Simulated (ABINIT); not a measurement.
# CdS (Hawleyite) (F-43m) in ABINIT: single point with r2SCAN

Aim: the single point of CdS (Hawleyite) with r2SCAN.

All numbers are computed with ABINIT 10.8.3 (patched build); they aren't measurements. Logs are shortened: lines on timing, memory, paths and dates and some standing lists are left out, and cuts for length are marked. The log counts tension as positive stress, the text compression.

## 1. The crystal as given

Symmetry: F-43m, No. 216, cubic system. The conventional cell has a = 5.833 Å, b = 5.833 Å, c = 5.833 Å, α = 90.00°, β = 90.00°, γ = 90.00°. Around Cd (site symmetry -43m) lie 4 S at 2.53 Å. S (site symmetry -43m) has 4 Cd at 2.53 Å as nearest neighbours.

## 2. Single point, r2SCAN

File run.abi:

```
# Pseudopotentials
pp_dirpath "./"
pseudos "Cd.GGA_PBE-JTH.xml, S.GGA_PBE-JTH.xml"

# Structure
acell 4.1245538547 4.1245538547 4.1245538547 Angstrom
rprim
     0.0000000000     0.7071067812     0.7071067812
     0.7071067812     0.0000000000     0.7071067812
     0.7071067812     0.7071067812     0.0000000000
ntypat 2
znucl 48 16
natom 2
typat 1 2
xred
     0.0000000000     0.0000000000     0.0000000000
     0.7500000000     0.7500000000     0.7500000000

# Plane-wave basis
ecut 26.0
pawecutdg 48.0

# k points
kptopt 1
ngkpt 6 6 6
nshiftk 1
shiftk 0.0 0.0 0.0

# Exchange and correlation
ixc -497498
usekden 1
pawxcdev 0

# Bands and occupations
nband 13
occopt 3
tsmear 0.05 eV

# SCF cycle
nstep 100
tolvrs 1.0e-7

# Output
iomode 3
prtwf 0
prtden 0
prteig 0
prtebands 0
enunit 2
```

Potentials or basis: JTH PAW PBE v2.0.

Started as:

```bash
$ abinit run.abi > log 2>&1
```

run.abo:

```text
.Version 10.8.3 of ABINIT
 Symmetries : space group F-4 3 m (#216); Bravais cF (face-center cubic)
================================================================================
 Values of the parameters that define the memory need of the present run
     intxc =       0    ionmov =       0      iscf =      17    lmnmax =      18
     lnmax =       6     mgfft =      36  mpssoang =       3    mqgrid =    3001
     natom =       2  nloc_mem =       2    nspden =       1   nspinor =       1
    nsppol =       1      nsym =      24    n1xccc =       1    ntypat =       2
    occopt =       3   xclevel =       2
       mpw =        2138          nfft =       46656          nkpt =          16
 PAW method is used; the additional fine FFT grid is defined by:
   mgfftf=        50    nfftf =    125000
================================================================================
================================================================================

--------------------------------------------------------------------------------
------------- Echo of variables that govern the present computation ------------
--------------------------------------------------------------------------------
 -outvars: echo values of preprocessed input variables --------
            acell      7.7942771769E+00  7.7942771769E+00  7.7942771769E+00 Bohr
              amu      1.12411000E+02  3.20660000E+01
             ecut      2.60000000E+01 Hartree
           enunit           2
              ixc     -497498
         kptrlatt        6    0    0      0    6    0      0    0    6
          kptrlen      4.67656631E+01
            natom           2
            nband          13
            ngfft          36      36      36
          ngfftdg          50      50      50
             nkpt          16
            nstep         100
             nsym          24
           ntypat           2
           occopt           3
        pawecutdg      4.80000000E+01 Hartree
         pawxcdev           0
           prtden           0
        prtebands           0
           prteig           0
          prtkden           1
            prtwf           0
            rprim      0.0000000000E+00  7.0710678120E-01  7.0710678120E-01
                       7.0710678120E-01  0.0000000000E+00  7.0710678120E-01
                       7.0710678120E-01  7.0710678120E-01  0.0000000000E+00
          spgroup         216
           tolvrs      1.00000000E-07
           tsmear      1.83746611E-03 Hartree
            typat      1  2
          usekden           1
           useylm           1
           xangst      0.0000000000E+00  0.0000000000E+00  0.0000000000E+00
                       4.3747500001E+00  4.3747500001E+00  4.3747500001E+00
            xcart      0.0000000000E+00  0.0000000000E+00  0.0000000000E+00
                       8.2670793696E+00  8.2670793696E+00  8.2670793696E+00
             xred      0.0000000000E+00  0.0000000000E+00  0.0000000000E+00
                       7.5000000000E-01  7.5000000000E-01  7.5000000000E-01
            znucl       48.00000   16.00000

================================================================================

 chkinp: Checking input parameters for consistency.

================================================================================
== DATASET  1 ==================================================================

--- !DatasetInfo
iteration_state: {dtset: 1, }
dimensions: {natom: 2, nkpt: 16, mband: 13, nsppol: 1, nspinor: 1, nspden: 1, mpw: 2138, }
cutoff_energies: {ecut:  26.0, pawecutdg:  48.0, }
electrons: {nelect:   1.80000000E+01, charge:   0.00000000E+00, occopt:   3.00000000E+00, tsmear:   1.83746611E-03, }
meta: {optdriver: 0, ionmov: 0, optcell: 0, iscf: 17, paral_kgb: 0, }
...

 Real(R)+Recip(G) space primitive vectors, cartesian coordinates (Bohr,Bohr^-1):
 R(1)=  0.0000000  5.5113862  5.5113862  G(1)= -0.0907213  0.0907213  0.0907213
 R(2)=  5.5113862  0.0000000  5.5113862  G(2)=  0.0907213 -0.0907213  0.0907213
 R(3)=  5.5113862  5.5113862  0.0000000  G(3)=  0.0907213  0.0907213 -0.0907213
 Unit cell volume ucvol=  3.3482089E+02 bohr^3
 Angles (23,13,12)=  6.00000000E+01  6.00000000E+01  6.00000000E+01 degrees

 Coarse grid specifications (used for wave-functions):

 getcut: wavevector=  0.0000  0.0000  0.0000  ngfft=  36  36  36
         ecut(hartree)=     26.000   => boxcut(ratio)=   2.01222

 Fine grid specifications (used for densities):

 getcut: wavevector=  0.0000  0.0000  0.0000  ngfft=  50  50  50
         ecut(hartree)=     48.000   => boxcut(ratio)=   2.05770

--- Pseudopotential description ------------------------------------------------
- pspini: atom type   1  psp file is ./Cd.GGA_PBE-JTH.xml
 Pseudopotential format is: paw10
 basis_size (lnmax)=  6 (lmn_size= 18), orbitals=   0   0   1   1   2   2
 Spheres core radius: rc_sph= 2.50233826
 Shapefunction is BESSEL type: shapef(r,l)=aa(1,l)*jl(q(1,l)*r)+aa(2,l)*jl(q(2,l)*r)
 Radius for shape functions =  2.31074885
 Compensation charge density is not taken into account in XC energy/potential

- pspini: atom type   2  psp file is ./S.GGA_PBE-JTH.xml
 Pseudopotential format is: paw10
 basis_size (lnmax)=  4 (lmn_size=  8), orbitals=   0   0   1   1
 Spheres core radius: rc_sph= 1.90380259
 Shapefunction is SIN type: shapef(r)=[sin(pi*r/rshp)/(pi*r/rshp)]**2
 Radius for shape functions =  1.40128485
 Compensation charge density is not taken into account in XC energy/potential

   5.23237762E+02                                ecore*ucvol(ha*bohr**3)
--------------------------------------------------------------------------------

================================================================================

--- !BeginCycle
iteration_state: {dtset: 1, }
solver: {iscf: 17, nstep: 100, nline: 4, wfoptalg: 10, }
tolerances: {tolvrs: 1.00E-07, }
...

     iter   Etot(hartree)      deltaE(h)  residm     nres2
 ETOT  1  -37.284055846256    -3.728E+01 2.273E-01 4.704E+03
 ETOT  2  -39.426225210802    -2.142E+00 4.533E-01 2.196E+03
 ETOT  3  -37.818427589011     1.608E+00 6.259E-02 7.147E+02
 ETOT  4  -37.500915225195     3.175E-01 3.466E-03 4.769E+02
 ETOT  5  -37.248873638026     2.520E-01 6.284E-04 2.691E+02
 ETOT  6  -37.013378516742     2.355E-01 2.886E-03 1.687E-01
 ETOT  7  -37.014018246913    -6.397E-04 2.180E-04 2.957E-02
 ETOT  8  -37.013368250592     6.500E-04 3.734E-04 4.658E-01
 ETOT  9  -37.013431284100    -6.303E-05 3.423E-04 8.712E-02
 ETOT 10  -37.013998270999    -5.670E-04 3.849E-04 6.667E-04
 ETOT 11  -37.013997350550     9.204E-07 7.342E-04 1.929E-04
 ETOT 12  -37.013998335247    -9.847E-07 1.045E-03 1.976E-04
 ETOT 13  -37.013998585249    -2.500E-07 1.787E-04 1.337E-05
 ETOT 14  -37.013998900543    -3.153E-07 5.721E-04 1.691E-06
 ETOT 15  -37.013999026245    -1.257E-07 1.806E-04 9.605E-07
 ETOT 16  -37.013999070809    -4.456E-08 6.344E-04 1.275E-07
 ETOT 17  -37.013999097006    -2.620E-08 2.074E-04 6.532E-08

 At SCF step   17       nres2   =  6.53E-08 < tolvrs=  1.00E-07 =>converged.

Result for kinetic energy density :

--------------------------------------------------------------------------------
 Total kinetic energy density [Ha/Bohr^3]
)     Maximum=    9.1138E-01  at reduced coord.    0.0800    0.9200    0.9600
)     Minimum=    7.4881E-04  at reduced coord.    0.2600    0.2400    0.2400
   Integrated=    1.7296E+01
--------------------------------------------------------------------------------

 Cartesian components of stress tensor (hartree/bohr^3)
  sigma(1 1)= -4.46788255E-05  sigma(3 2)=  0.00000000E+00
  sigma(2 2)= -4.46788255E-05  sigma(3 1)=  0.00000000E+00
  sigma(3 3)= -4.46788255E-05  sigma(2 1)=  0.00000000E+00

--- !ResultsGS
iteration_state: {dtset: 1, }
comment   : Summary of ground state results
lattice_vectors:
- [  0.0000000,   5.5113862,   5.5113862, ]
- [  5.5113862,   0.0000000,   5.5113862, ]
- [  5.5113862,   5.5113862,   0.0000000, ]
lattice_lengths: [   7.79428,    7.79428,    7.79428, ]
lattice_angles: [ 60.000,  60.000,  60.000, ] # degrees, (23, 13, 12)
lattice_volume:   3.3482089E+02
convergence: {deltae: -2.620E-08, res2:  6.532E-08, residm:  2.074E-04, diffor: null, }
etotal    :  -3.70139991E+01
entropy   :   0.00000000E+00
fermie    :   1.52263838E-01
cartesian_stress_tensor: # hartree/bohr^3
- [ -4.46788255E-05,   0.00000000E+00,   0.00000000E+00, ]
- [  0.00000000E+00,  -4.46788255E-05,   0.00000000E+00, ]
- [  0.00000000E+00,   0.00000000E+00,  -4.46788255E-05, ]
pressure_GPa:   1.3145E+00
xred      :
- [  0.0000E+00,   0.0000E+00,   0.0000E+00, Cd]
- [  7.5000E-01,   7.5000E-01,   7.5000E-01,  S]
cartesian_forces: # hartree/bohr
- [ -6.87038102E-30,  -1.52675134E-30,   1.29773864E-29, ]
- [  6.87038102E-30,   1.52675134E-30,  -1.29773864E-29, ]
force_length_stats: {min:   1.47629828E-29, max:   1.47629828E-29, mean:   1.47629828E-29, }
...

 Integrated electronic density in atomic spheres:
 ------------------------------------------------
 Atom  Sphere_radius  Integrated_density
    1        2.50234         10.45376421
    2        1.90380          3.57730872

================================================================================

 ----iterations are completed or convergence reached----

 Mean square residual over all n,k,spin=   11.408E-07; max=  20.736E-05
 reduced coordinates (array xred) for    2 atoms
       0.000000000000      0.000000000000      0.000000000000
       0.750000000000      0.750000000000      0.750000000000
 rms dE/dt=  6.5359E-29; max dE/dt=  1.0097E-28; dE/dt below (all hartree)
    1      -0.000000000000      0.000000000000     -0.000000000000
    2       0.000000000000      0.000000000000     -0.000000000000

 cartesian coordinates (angstrom) at end:
    1      0.00000000000000     0.00000000000000     0.00000000000000
    2      4.37475000012445     4.37475000012445     4.37475000012445

 cartesian forces (hartree/bohr) at end:
    1     -0.00000000000000    -0.00000000000000     0.00000000000000
    2      0.00000000000000     0.00000000000000    -0.00000000000000
 frms,max,avg= 8.5234121E-30 1.2977386E-29   0.000E+00  0.000E+00  0.000E+00 h/b

 cartesian forces (eV/Angstrom) at end:
    1     -0.00000000000000    -0.00000000000000     0.00000000000000
    2      0.00000000000000     0.00000000000000    -0.00000000000000
 frms,max,avg= 4.3829147E-28 6.6732404E-28   0.000E+00  0.000E+00  0.000E+00 e/A
 length scales=  7.794277176940  7.794277176940  7.794277176940 bohr
              =  4.124553854700  4.124553854700  4.124553854700 angstroms
 Fermi (or HOMO) energy (hartree) =   0.15226   Average Vxc (hartree)=  -0.34652
 Eigenvalues (hartree) for nkpt=  16  k points:
 kpt#   1, nband= 13, wtk=  0.00463, kpt=  0.0000  0.0000  0.0000 (reduced coord)
  -0.35104   -0.17094   -0.17094   -0.17094   -0.15194   -0.15194    0.12246    0.12246
   0.12246    0.17989    0.38173    0.38173    0.38173
      occupation numbers for kpt#   1
   2.00000    2.00000    2.00000    2.00000    2.00000    2.00000    2.00000    2.00000
   2.00000    0.00000    0.00000    0.00000    0.00000
 prteigrs : prtvol=0 or 1, do not print more k-points.

 Fermi (or HOMO) energy (eV) =   4.14331   Average Vxc (eV)=  -9.42937
 Eigenvalues (   eV  ) for nkpt=  16  k points:
 kpt#   1, nband= 13, wtk=  0.00463, kpt=  0.0000  0.0000  0.0000 (reduced coord)
  -9.55229   -4.65154   -4.65154   -4.65154   -4.13459   -4.13459    3.33239    3.33239
   3.33239    4.89518   10.38727   10.38727   10.38727
 prteigrs : prtvol=0 or 1, do not print more k-points.

--- !EnergyTerms
iteration_state     : {dtset: 1, }
comment             : Components of total free energy in Hartree
kinetic             :  1.72963959386824E+01
hartree             :  1.43308145346967E+01
xc                  : -6.50366484280022E+00
Ewald energy        : -4.26732001247724E+01
psp_core            :  1.56273931912319E+00
local_psp           : -4.45907660221577E+01
PAW spherical_terms :  2.35637916078839E+01
internal            : -3.70138895893441E+01
'-kT*entropy'       : -1.68446746376340E-10
total_energy        : -3.70138895895125E+01
total_energy_eV     : -1.00719924608632E+03
...

--- !EnergyTermsDC
iteration_state     : {dtset: 1, }
comment             : '"Double-counting" decomposition of free energy'
band_energy         : -1.95157232759506E+00
Ewald energy        : -4.26732001247724E+01
psp_core            :  1.56273931912319E+00
xc_dc               : -1.31226967372627E+01
PAW spherical_terms :  1.91707307736695E+01
internal            : -3.70139990968374E+01
'-kT*entropy'       : -1.68446746376340E-10
total_energy_dc     : -3.70139990970059E+01
total_energy_dc_eV  : -1.00720222593702E+03
...

--- !EnergyTermsWithPAWCore
iteration_state     : {dtset: 1, }
comment             : 'Components of total free energy, including PAW core contributions'
Total energy        : -5.99457802647590E+03
Total energy DC     : -5.99457813598339E+03
Total energy (eV)   : -1.63120778060106E+05
Total energy DC (eV): -1.63120781039957E+05
...

 Cartesian components of stress tensor (hartree/bohr^3)
  sigma(1 1)= -4.46788255E-05  sigma(3 2)=  0.00000000E+00
  sigma(2 2)= -4.46788255E-05  sigma(3 1)=  0.00000000E+00
  sigma(3 3)= -4.46788255E-05  sigma(2 1)=  0.00000000E+00

-Cartesian components of stress tensor (GPa)         [Pressure=  1.3145E+00 GPa]
- sigma(1 1)= -1.31449643E+00  sigma(3 2)=  0.00000000E+00
- sigma(2 2)= -1.31449643E+00  sigma(3 1)=  0.00000000E+00
- sigma(3 3)= -1.31449643E+00  sigma(2 1)=  0.00000000E+00

== END DATASET(S) ==============================================================
================================================================================

 -outvars: echo values of variables after computation  --------
            acell      7.7942771769E+00  7.7942771769E+00  7.7942771769E+00 Bohr
           etotal     -3.7013999097E+01
            fcart     -6.8703810181E-30 -1.5267513374E-30  1.2977386368E-29
                       6.8703810181E-30  1.5267513374E-30 -1.2977386368E-29
            rprim      0.0000000000E+00  7.0710678120E-01  7.0710678120E-01
                       7.0710678120E-01  0.0000000000E+00  7.0710678120E-01
                       7.0710678120E-01  7.0710678120E-01  0.0000000000E+00
           strten     -4.4678825486E-05 -4.4678825486E-05 -4.4678825486E-05
                       0.0000000000E+00  0.0000000000E+00  0.0000000000E+00
           xangst      0.0000000000E+00  0.0000000000E+00  0.0000000000E+00
                       4.3747500001E+00  4.3747500001E+00  4.3747500001E+00
             xred      0.0000000000E+00  0.0000000000E+00  0.0000000000E+00
                       7.5000000000E-01  7.5000000000E-01  7.5000000000E-01
 Calculation completed.
```

It took 88 s on 1 thread of Arm Neoverse V1, shared host; peak memory 0.16 GiB.

Results:

- Free energy: -1007.2022 eV
- Pressure: 1.3 GPa
- Band gap on the k mesh: 1.56 eV, direct
- Valence electrons inside the program's atomic spheres: Cd 10.45; S 3.58

Levels at points of the mesh, in eV from the valence-band top:
| k point | band 7 | band 8 | band 9 | band 10 | band 11 | band 12 |
| --- | --- | --- | --- | --- | --- | --- |
| (0.00, 0.00, 0.00) | 0.00 | 0.00 | 0.00 | 1.56 | 7.05 | 7.05 |
| (0.50, 0.00, 0.00) | -4.47 | -0.77 | -0.77 | 3.46 | 7.47 | 7.47 |
| (0.50, 0.50, 0.00) | -3.99 | -1.93 | -1.93 | 3.85 | 4.75 | 9.51 |

Caveat: totals of a meta-GGA on PAW files have another zero than those of a GGA; the PAW data sets were made with another functional, which shifts forces and pressure a little. r2SCAN opens gaps a little over a GGA but as a rule still falls short of measured ones.
